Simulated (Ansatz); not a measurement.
ZnS:

```
Zn S
1.0
     0.00000    2.70200    2.70200
     2.70200    0.00000    2.70200
     2.70200    2.70200    0.00000
Zn S
1 1
Cartesian
  4.0530 4.0530 4.0530
  0.0000 0.0000 0.0000
```

Base run:

| Quantity | Value |
| --- | --- |
| Program | Ansatz 0.2.0 |
| Functional | PBE |
| Potentials or basis | Ansatz PAW |
| Cutoff | 420 eV (not typed: the program's choice for these potentials) |
| k mesh | 9 × 9 × 9 |
| Occupations | fermi-dirac, width 0.05 eV |
| Spin | no spin polarisation |

Its results: band gap on the k mesh 2.11 eV, direct; pressure 1.6 GPa.

Task: The run is repeated on the same cell with these changes: functional from PBE to RPBE. What comes out?

Result: Band gap on the k mesh 2.28 eV, direct; pressure 4.2 GPa.

RPBE binds less tightly than PBE, so the same cell stands under more pressure.

Caveats: the PAW data sets come from PBE, with cores solved anew for the run's functional, which leaves a small shift of forces and pressure (some runs).
